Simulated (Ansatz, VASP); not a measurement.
Two plane-wave programs on C

```
C
1.0
     0.00000    1.76465    1.76465
     1.76465    0.00000    1.76465
     1.76465    1.76465    0.00000
C
2
Direct
  0.50000 0.50000 0.50000
  0.75000 0.75000 0.75000
```

Alike in both runs: functional LDA; k mesh 10 × 10 × 10; no spin polarisation.

Ansatz relaxed the structure, and its values are those at the end. VASP's run is a single point on that final structure, the one shown.

|  | VASP | Ansatz |
| --- | --- | --- |
| version | VASP 6.6.1 | Ansatz 0.2.0 |
| potentials or method | VASP PAW LDA potentials, release 64 (C) | PAW with Ansatz's default frozen-core files, scalar-relativistic |
| plane-wave cutoff (eV) | 520 | 420 |
| occupations | gaussian, width 0.01 eV | fixed |
| valence electrons in the cell | 8 | 8 |

|  | VASP | Ansatz | Ansatz less VASP |
| --- | --- | --- | --- |
| pressure (GPa) | 2.6 | 1.0 | -1.63 |
